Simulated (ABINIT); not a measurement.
Crystal: GaN.

```xyz
2
Lattice="0.0000 2.2535 2.2535 2.2535 0.0000 2.2535 2.2535 2.2535 0.0000" Properties=species:S:1:pos:R:3 pbc="T T T"
Ga    0.0000    0.0000    0.0000
N     1.1268    1.1268    1.1268
```

The cell is a database's computed one.

Base run:

| Item | Value |
| --- | --- |
| Program | ABINIT 10.8.3 (patched build) |
| Functional | PBEsol |
| Potentials or basis | PseudoDojo NC SR PBEsol v0.4.1 standard |
| Cutoff | 1143 eV |
| k mesh | 10 × 10 × 10 |
| Occupations | fermi-dirac, width 0.05 eV |
| Spin | no spin polarisation |

Its results: band gap on the k mesh 1.71 eV, direct; pressure -0.9 GPa.

Q: After a change of settings the same cell gave: band gap on the k mesh 1.69 eV, direct; pressure -0.5 GPa. Which change was it?
A. functional from PBEsol to LDA-Teter; potentials or basis from PseudoDojo NC SR PBEsol v0.4.1 standard to PseudoDojo NC SR LDA v0.4.1 standard
B. functional from PBEsol to PW91; potentials or basis from PseudoDojo NC SR PBEsol v0.4.1 standard to PseudoDojo NC SR PBE v0.4.1 standard
C. functional from PBEsol to WC
D. functional from PBEsol to revPBE; potentials or basis from PseudoDojo NC SR PBEsol v0.4.1 standard to PseudoDojo NC SR PBE v0.4.1 standard

A: C.

Caveats: the potentials were made for another functional, which shifts forces and pressure (some runs).
